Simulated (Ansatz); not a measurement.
# AlN: stress in a strained cell

AlN is deformed so: equal xx and yy strain of +1 %. What stress and forces result, by LAPW, PAW and all-electron datasets made for the crystal?

Computed with Ansatz 0.2.0 (DFT PBEsol, scalar-relativistic, unless a step's input says otherwise).

## 1. Starting point

It takes space group P6_3mc (No. 186, hexagonal). Conventional cell: a = 3.111 Å, b = 3.111 Å, c = 4.978 Å, α = 90.00°, β = 90.00°, γ = 120.00°. Al (site symmetry 3m) is surrounded by 4 N at 1.89 to 1.92 Å. N (site symmetry 3m) has 4 Al at 1.89 to 1.92 Å as nearest neighbours.

As a file:

```
Al N
1.0
     3.11100    0.00000    0.00000
    -1.55550    2.69421    0.00000
     0.00000    0.00000    4.97800
Al N
2 2
Direct
  0.33333 0.66667 0.00000
  0.66667 0.33333 0.50000
  0.33333 0.66667 0.38500
  0.66667 0.33333 0.88500
```

Atoms are numbered in the order of the input: Al1, Al2, N3, N4.

## 2. After the deformation

Space group P6_3mc before, P6_3mc after.

## 3. Full-potential LAPW

Input file input.yaml:

```yaml
crystal:
  lattice:
    - [3.1421121731, 0.0, 0.0]
    - [-1.5710560866, 2.7211489634, 0.0]
    - [0.0, 0.0, 4.978]
  atoms:
    - { symbol: Al, position: [0.3333333333, 0.6666666667, 0.0] }
    - { symbol: Al, position: [0.6666666667, 0.3333333333, 0.5] }
    - { symbol: "N", position: [0.3333333333, 0.6666666667, 0.385] }
    - { symbol: "N", position: [0.6666666667, 0.3333333333, 0.885] }
kpoints:
  mp_grid: { grid: [11, 11, 6] }
  band_path:
    path:
      - [0.0, 0.0, 0.0]
      - [0.5, 0.0, 0.0]
      - [0.3333333333, 0.3333333333, 0.0]
      - [0.0, 0.0, 0.0]
      - [0.0, 0.0, 0.5]
      - [0.5, 0.0, 0.5]
      - [0.3333333333, 0.3333333333, 0.5]
      - [0.0, 0.0, 0.5]
      - [0.5, 0.0, 0.5]
    npoints: 5
scf:
  occupations: { method: fermi_dirac, width: 0.02 }
hamiltonian:
  xc: pbesol
  pseudopotentials: { kind: all_electron, lapw: { basis_error: 0.001 } }
output:
  forces: true
  stress: true
  eigenvalues: true
```

Started as:

```bash
ansatz run input.yaml --threads 1 --pin off --max-ram 6144MiB --backend cpu --events-out ev --progress --plain --runs-dir out
```

Standard output, shortened:

```text
LAPW: plane waves up to 9.895 Å⁻¹, error target 1.0e-3 eV per atom; small_component_spin mean_spin; N in spheres of 0.913 Å, 7 of its electrons in bands, Dirac shells []; Al in spheres of 0.989 Å, 11 of its electrons in bands, Dirac shells []
[...]
Pseudopotentials: kind: all_electron
Pseudopotential: Al, LAPW, valence charge 11, Koelling and Harmon's equation, gaussian nucleus
Pseudopotential: N, LAPW, valence charge 7, Koelling and Harmon's equation, gaussian nucleus
Functional definition: PBEsol
[...]
Crystal: 4 atoms, lattice volume = 42.563 Å³
Basis set: ecut = 373.0065919211142 eV, 687 PW (Γ), exchange–correlation at level 2
Bands: 22, of which v1, the nominal top of the filled ones, is band 18 counted from 1 (17 counted from 0)
Symmetry: 12 space group operations
Space group: P63mc (ITA 186), of the structure as read, at distance tolerance 3.5e-5 Å
k-points: 64 of 726 (time reversal used)
[...]
SCF iter   1: F=—  HF=-16168.792117 eV  |F-HF|=—  |Δ(HF+E_count)|=         —  Δρ=1.43e-1  dr2=1.05e1  ethr=2.93e-2  ⟨swp⟩=2.0  Hψ=9670  notcnv=0
[...]
the basis was enlarged: its passes take 533.0 KiB over the memory plan, 1 of 1 planned eigensolver slots
[...]
SCF iter   8: F=-16164.254056 eV  HF=-16164.254056 eV  |F-HF|=4.42e-9  |Δ(HF+E_count)|=   7.15e-8  Δρ=5.31e-6  dr2=1.21e-8  ethr=5.96e-10  ⟨swp⟩=2.9  Hψ=4165  notcnv=0
[...]
NSCF: frozen V_eff on 41 k-points
SCF converged after 8 iterations
Free energy (F): -16164.254056 eV
[...]
E sigma→0 (E₀):  -16164.254056 eV
Fermi energy:    10.393506 eV
[...]
--- Forces (eV/Å), atoms counted from 1 ---
  atom   1  Al    -0.00000000    -0.00000000     0.07178376
  atom   2  Al     0.00000000     0.00000000     0.07178376
  atom   3  N     -0.00000000    -0.00000000    -0.07178526
  atom   4  N      0.00000000     0.00000000    -0.07178526
[...]
--- Stress (GPa, compression-positive) ---
       -4.298879      -0.000000      -0.000000
       -0.000000      -4.298879       0.000000
       -0.000000       0.000000      -2.147091
  P = ⅓ Tr σ = -3.5816 GPa (-35.816 kbar)
--- Band table (eV; the first three rows and the last of 64) ---
  k-point 0: bands = ["-363.8312", "-363.8312", "-91.8923", "-91.8913", "-53.5901", "-53.5796", "-53.5692", "-53.5692", "-53.5673", "-53.5673", "-6.6966", "-4.5256", "2.4342", "7.4365", "7.4365", "8.1176", "8.1176", "8.4457", "12.3335", "14.6742", "18.8037", "19.1564"]
[...]
```

It took 20 s on 1 thread of Intel Xeon 6975P-C (Granite Rapids), shared host; peak memory 0.41 GiB.

This run gives: pressure -3.58 GPa; gap 3.89 eV, direct at Γ; largest force 0.072 eV/Å.

## 4. PAW with frozen cores

Input file input.yaml:

```yaml
crystal:
  lattice:
    - [3.1421121731, 0.0, 0.0]
    - [-1.5710560866, 2.7211489634, 0.0]
    - [0.0, 0.0, 4.978]
  atoms:
    - { symbol: Al, position: [0.3333333333, 0.6666666667, 0.0] }
    - { symbol: Al, position: [0.6666666667, 0.3333333333, 0.5] }
    - { symbol: "N", position: [0.3333333333, 0.6666666667, 0.385] }
    - { symbol: "N", position: [0.6666666667, 0.3333333333, 0.885] }
kpoints:
  mp_grid: { grid: [11, 11, 6] }
scf:
  occupations: { method: fermi_dirac, width: 0.02 }
hamiltonian:
  xc: pbesol
  pseudopotentials: { kind: paw }
output:
  forces: true
  stress: true
  eigenvalues: true
  efg: { contact_densities: true }
  write_density: true
  write_potential: true
  elf: true
  volumetric_format: npy
```

Started as:

```bash
ansatz run input.yaml --threads 1 --pin off --max-ram 6144MiB --backend cpu --events-out ev --progress --plain --runs-dir out
```

Standard output, shortened:

```text
[...]
Pseudopotentials: kind: paw
Pseudopotential: Al, paw, valence charge 3, recommended cutoff 420 eV (normal)
Pseudopotential: N, paw, valence charge 5, recommended cutoff 420 eV (normal)
[... 1 set-up line as earlier in the session ...]
[...]
Crystal: 4 atoms, lattice volume = 42.563 Å³
Basis set: ecut = 420 eV, 833 PW (Γ), exchange–correlation on 48×48×72 points (8 copies of the dense FFT grid, shifted against one another)
Bands: 12, of which v1, the nominal top of the filled ones, is band 8 counted from 1 (7 counted from 0)
[... 2 set-up lines as earlier in the session ...]
k-points: 64 of 726 (time reversal used)
[...]
SCF iter   1: F=—  HF=-1811.919723 eV  |F-HF|=—  |Δ(HF+E_count)|=         —  Δρ=1.03e-2  dr2=4.81e-2  ethr=1.77e-3  ⟨swp⟩=6.2  Hψ=5222  notcnv=0
[...]
        0.000000      -0.000000      -2.030666
  P = ⅓ Tr σ = -3.4539 GPa (-34.539 kbar)
--- PAW observables at the nuclei: V_zz in 10²¹ V/m², potentials from the cell's mean, atoms counted from 1 ---
  atom   1  Al V_zz =    +0.594790   η = 0.0000   by run symmetry: allowed
            electrostatic potential = -1230.938041 V   contact ρ = 10040.019065 e/Å³
  atom   2  Al V_zz =    +0.594790   η = 0.0000   by run symmetry: allowed
            electrostatic potential = -1230.938041 V   contact ρ = 10040.019065 e/Å³
  atom   3  N  V_zz =    -0.159775   η = 0.0000   by run symmetry: allowed
            electrostatic potential = -515.967191 V   contact ρ = 1402.714151 e/Å³
  atom   4  N  V_zz =    -0.159775   η = 0.0000   by run symmetry: allowed
            electrostatic potential = -515.967191 V   contact ρ = 1402.714151 e/Å³
--- Band table (eV; the first three rows and the last of 64) ---
  k-point 0: bands = ["-8.1901", "-6.0260", "0.9375", "5.9336", "5.9336", "6.6121", "6.6121", "6.9409", "10.8189", "13.1713", "17.2955", "17.6558"]
[...]
```

It took 2.7 s on 1 thread of Intel Xeon 6975P-C (Granite Rapids), shared host; peak memory 0.37 GiB.

Result: pressure -3.45 GPa; gap on the k mesh 3.88 eV; largest force 0.071 eV/Å; Vzz Al1 0.59 (η = 0.00), N3 -0.16 (η = 0.00) (10²¹ V/m²).

Density in a lattice plane of the grid's cell (edges 3.14 and 4.98 Å, at 0.333 of the third edge), which holds Al and N.

Ten even steps from ' ' (0.06 e/Å³) to '@' (3.58 e/Å³):
```
            ..::==**%%%%##++::..
            ..::++%%@@@@@@**--..
            ..::++%%@@@@@@**--..
              ..--++####**==::..
              ....::------::..  
                ............    
                                
                                
                                
                                
  ..........                    
............                    
  ........                      
                                
                                
                                
                                
                                
                ............    
              ..::--====--::....
```
Columns run along the first of these edges and rows up along the second, over one cell in 16 and 20 even steps from the bottom left corner. Atoms in the plane (fractional): Al at (0.67, 0.50), N at (0.67, 0.89).

ELF in the same plane.

Ten even steps from '0' (0.01) to '9' (0.87):
```
8521479998557999
8521479996214899
7421368996325898
6311257898888998
4210136899999986
2100123689999874
1111112356777542
2222222110000111
4555553100000003
7777776300000025
8888887510000037
8888887630000157
7777776531000256
6677665421101235
4566543211001123
2344321110000011
1222211112222111
2111122345555443
4211246788888876
7411368999989998
```
Columns run along the first of these edges and rows up along the second, over one cell in 16 and 20 even steps from the bottom left corner. Atoms in the plane (fractional): Al at (0.67, 0.50), N at (0.67, 0.89).

Both are smooth fields of the valence electrons: close to the nuclei they are not physical.

The highest ELF values outside the cores: 0.89 on the N–Al line, 0.8 Å from N.

## 5. Datasets made for this crystal

input.yaml: that of step 4 with these lines changed.

```diff
@@ -16,3 +16,3 @@
   xc: pbesol
-  pseudopotentials: { kind: paw }
+  pseudopotentials: { kind: all_electron, datasets: crystal }
 output:
@@ -22,5 +22 @@
   efg: { contact_densities: true }
-  write_density: true
-  write_potential: true
-  elf: true
-  volumetric_format: npy
```

Started as:

```bash
ansatz run input.yaml --threads 1 --pin off --max-ram 6144MiB --backend cpu --events-out ev --progress --plain --runs-dir out
```

Standard output, shortened:

```text
[...]
[... 1 set-up line as earlier in the session ...]
Pseudopotential: Al, paw, valence charge 11, recommended cutoff 360 eV (normal), Koelling and Harmon's equation, gaussian nucleus
Pseudopotential: N, paw, valence charge 5, recommended cutoff 360 eV (normal), Koelling and Harmon's equation, gaussian nucleus
[... 1 set-up line as earlier in the session ...]
[...]
Crystal: 4 atoms, lattice volume = 42.563 Å³
Basis set: ecut = 360 eV, 639 PW (Γ), exchange–correlation on 54×54×90 points (8 copies of the dense FFT grid, shifted against one another)
Bands: 12, of which v1, the nominal top of the filled ones, is band 8 counted from 1 (7 counted from 0)
[... 2 set-up lines as earlier in the session ...]
k-points: 64 of 726 (time reversal used)
[...]
  P = ⅓ Tr σ = -3.5841 GPa (-35.841 kbar)
  It holds what live shells' own plane waves past their cutoff add
--- PAW observables at the nuclei: V_zz in 10²¹ V/m², potentials from the cell's mean, atoms counted from 1 ---
  atom   1  Al V_zz =    +0.599858   η = 0.0000   by run symmetry: allowed
            electrostatic potential = -1229.423648 V   contact ρ = 10046.024283 e/Å³
  atom   2  Al V_zz =    +0.599858   η = 0.0000   by run symmetry: allowed
            electrostatic potential = -1229.423648 V   contact ρ = 10046.024283 e/Å³
  atom   3  N  V_zz =    -0.151113   η = 0.0000   by run symmetry: allowed
            electrostatic potential = -515.189918 V   contact ρ = 1402.954158 e/Å³
  atom   4  N  V_zz =    -0.151113   η = 0.0000   by run symmetry: allowed
            electrostatic potential = -515.189918 V   contact ρ = 1402.954158 e/Å³
--- Band table (eV; the first three rows and the last of 64) ---
  k-point 0: bands = ["-6.6967", "-4.5257", "2.4341", "7.4364", "7.4364", "8.1175", "8.1175", "8.4456", "12.3335", "14.6741"]
[...]
```

It took 7.4 s on 1 thread of Intel Xeon 6975P-C (Granite Rapids), shared host; peak memory 0.63 GiB.

Result: pressure -3.58 GPa; gap on the k mesh 3.89 eV; largest force 0.072 eV/Å; Vzz Al1 0.60 (η = 0.00), N3 -0.15 (η = 0.00) (10²¹ V/m²).

## 6. Stress and forces compared

Stress (GPa, compression positive):

```csv
method,xx,yy,zz,yz,xz,xy
LAPW,-4.30,-4.30,-2.15,0.00,0.00,0.00
PAW,-4.17,-4.17,-2.03,0.00,0.00,0.00
crystal datasets,-4.30,-4.30,-2.15,0.00,0.00,0.00
```

Forces (eV/Å):

```csv
atom,LAPW x,LAPW y,LAPW z,PAW x,PAW y,PAW z,crystal datasets x,crystal datasets y,crystal datasets z
Al1,0.000,0.000,0.072,0.000,0.000,0.071,0.000,0.000,0.072
Al2,0.000,0.000,0.072,0.000,0.000,0.071,0.000,0.000,0.072
N3,0.000,0.000,-0.072,0.000,0.000,-0.071,0.000,0.000,-0.072
N4,0.000,0.000,-0.072,0.000,0.000,-0.071,0.000,0.000,-0.072
```

| method | pressure (GPa) | gap on the k mesh (eV) | largest force (eV/Å) | Vzz Al1 (10²¹ V/m²) | Vzz N3 (10²¹ V/m²) | SCF cycles, all passes |
| --- | --- | --- | --- | --- | --- | --- |
| LAPW | -3.58 | 3.89 | 0.072 | – | – | 8 |
| PAW | -3.45 | 3.88 | 0.071 | 0.59 | -0.16 | 6 |
| crystal datasets | -3.58 | 3.89 | 0.072 | 0.60 | -0.15 | 8 |

## 7. Results

```
                                 quantity                                              value
                                 pressure  LAPW -3.58, PAW -3.45, crystal datasets -3.58 GPa
largest shear or deviatoric stress (LAPW)                                           1.43 GPa
```

The largest part of the stress beyond the pressure is 1.43 GPa in size, in the zz component; the atoms are carried along and not relaxed. No run of the undeformed cell stands beside it, so the pressure holds what the given cell had before the change. PAW: stress within 0.13 GPa of LAPW, forces within 1 meV/Å. Crystal datasets: stress within 0.01 GPa of LAPW, forces within 1 meV/Å.
